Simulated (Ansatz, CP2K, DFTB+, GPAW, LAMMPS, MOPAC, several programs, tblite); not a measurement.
**NaF from cheap methods to r2SCAN**

Aim: run NaF through methods of unlike cost and see what each gets, and at what price.

Method: no spin polarisation, static lattice; gaps from single points on the cell relaxed beforehand with r²SCAN, in LAMMPS, MOPAC, DFTB+, tblite, CP2K, GPAW, Ansatz (versions at each run).

## (1) The structure to begin with

The structure is cubic, space group Pm-3m (No. 221). The conventional cell has a = 2.793 Å, b = 2.793 Å, c = 2.793 Å, α = 90.00°, β = 90.00°, γ = 90.00°. Around Na (site symmetry m-3m) lie 8 F at 2.42 Å. F (site symmetry m-3m) has 8 Na at 2.42 Å as nearest neighbours.

Structure file:

```xyz
2
Lattice="2.7935 0.0000 0.0000 0.0000 2.7935 0.0000 0.0000 0.0000 2.7935" Properties=species:S:1:pos:R:3 pbc="T T T"
Na    0.0000    0.0000    0.0000
F     1.3967    1.3967    1.3967
```

The structure type (CsCl) is imposed and need not be the compound's stable one.

**Question.** The methods are ffield.eim, PM6, PM7, GFN1-xTB (DFTB+), GFN1-xTB (tblite), GFN2-xTB (tblite), PBE/DZVP, PBE/single-zeta, PBE/SZV, coarse PBE, GLLB-SC, PBE, r2SCAN. What gap does r2SCAN give on this cell, and which other methods (full PBE left aside) come nearest to r2SCAN and farthest in gap, volume and bulk modulus?

| quantity | value |
| --- | --- |
| r2SCAN | gap 7.06 eV, 10.90 Å³/atom, B₀ 60 GPa |
| gap: nearest and farthest of the other methods | PBE/DZVP (-0.85 eV), PM7 (+8.11 eV) |
| volume: nearest and farthest of the other methods | PM7 (+2.3 %), PBE/SZV (+10.9 %) |
| bulk modulus: nearest and farthest of the other methods | PBE/SZV (-4 %), ffield.eim (+223 %) |

What this shows: For the gap, of the 10 methods compared (full PBE left aside), PBE/DZVP comes nearest to r2SCAN and PM7 is farthest. Among the 4 methods compared for the volume (full PBE left aside), PM7 is nearest to r2SCAN and PBE/SZV farthest. Among the 4 methods compared for the bulk modulus (full PBE left aside), PBE/SZV is nearest to r2SCAN and ffield.eim farthest. A minimal basis or a coarse cutoff and mesh shifts results by its own error, so closeness to r2SCAN can be chance. Cluster runs see only the k-points that fold onto the zone centre, so their gaps can miss the band edges. GLLB-SC is compared with its derivative discontinuity added. No volume is given for PM6, GFN1-xTB (DFTB+), GFN1-xTB (tblite), GFN2-xTB (tblite), PBE/single-zeta, coarse PBE, which can hide a larger miss. GFN1-xTB appears twice: with a k mesh in DFTB+ and on a cluster in tblite, with other periodic electrostatics; the gaps differ by 1.83 eV, a measure of how far either can be trusted. CPU times run from 0.31 s (ffield.eim) to 83 s (PBE/single-zeta). On this cell GFN1-xTB (DFTB+), GFN1-xTB (tblite), GFN2-xTB (tblite), PBE/DZVP, PBE/single-zeta, PBE/SZV, GLLB-SC cost more than r2SCAN itself (4.2 s), so they are no saving here. r2SCAN is a yardstick, not the truth: it usually gives gaps below the measured ones.
